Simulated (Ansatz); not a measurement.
PbSe, DFT, PBE, PAW with Ansatz's default frozen-core files, scalar-relativistic (Ansatz 0.2.0), run on 1 thread of Arm Neoverse V1 on a shared host.

The cell is COD entry 9008695, as deposited and not checked against the literature; nothing was relaxed. The listed cell was then made from it by scaling, straining or moving an atom.

Command: `ansatz run input.yaml --threads 1 --pin off --max-ram 3072MiB --backend cpu --events-out ev --progress --plain --runs-dir out`

```yaml
crystal:
  lattice:
    - [0.061243, 3.0927715, 3.0927715]
    - [3.0927715, 0.061243, 3.0927715]
    - [3.0927715, 3.0927715, 0.061243]
  atoms:
    - { symbol: Pb, position: [0.0, 0.0, 0.0] }
    - { symbol: Se, position: [0.5, 0.5, 0.5] }
kpoints:
  mp_grid: { grid: [9, 9, 9] }
scf:
  occupations: { method: fermi_dirac, width: 0.01 }
hamiltonian:
  xc: pbe
  pseudopotentials: { kind: paw }
output:
  forces: true
  stress: true
  eigenvalues: true
  efg: { contact_densities: true }
```

**Question.** How large is the problem that the program sets up?

**Answer.** 85 irreducible k-points, 1111 plane waves at Γ, 19 bands.

**Question.** Estimate the wall time and the peak memory.

**Answer.** 7.3 s of wall time for 6 SCF iterations, with a peak of 0.44 GiB. Times on shared machines scatter by tens of per cent.

**Question.** And the same cell and mesh by all-electron PAW (datasets made for this crystal), asked for forces, stress, eigenvalues, efg, on the same hardware?

**Answer.** 8.2 s, peak memory 0.46 GiB.
